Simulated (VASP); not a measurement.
**Mo2S: single point with PBE**

The system is Mo2S.

```
Mo S
1.0
     4.25414    0.00000    0.00000
    -2.12707    3.68419    0.00000
     0.00000    0.00000    3.06956
Mo S
2 1
Direct
  0.33333 0.66667 0.50000
  0.66667 0.33333 0.50000
  0.00000 0.00000 0.00000
```

The cell was built by a generator and needn't be a form met in nature.

```yaml
Program: VASP 6.6.1
Task: single point
Functional: PBE
Potentials_or_basis: VASP PAW PBE potentials, release 64 (Mo_sv, S)
Cutoff: 520 eV
k_mesh: 6 × 6 × 4
Occupations: gaussian, width 0.1 eV
Spin: no spin polarisation
```

```yaml
Pressure: 0.4 GPa
Band_gap_on_the_k_mesh: none (metal or under the smearing width)
```

Stress tensor (GPa, compression positive):
```
0.58 0.00 0.00
0.00 0.58 0.00
0.00 0.00 0.12
```

Levels at points of the mesh, in eV from the Fermi level:
```tsv
k point	band 15	band 16	band 17	band 18	band 19	band 20
(0.00, 0.00, 0.00)	-0.87	-0.70	-0.70	-0.63	-0.63	2.01
(0.50, 0.00, 0.00)	-2.11	-1.91	-1.21	1.44	1.92	1.99
(0.00, 0.00, 0.50)	-1.42	-1.42	-0.19	-0.19	0.37	2.18
(0.50, 0.00, 0.50)	-2.04	-1.68	0.94	1.32	1.56	2.85
```

Wall time 38 s on 1 thread of AMD EPYC 7R43 64-Core Processor (Zen 3), on a shared host, peak memory 0.13 GiB.

Caveat: the k mesh is coarse (spacing up to 0.51 Å⁻¹), so the values aren't converged.
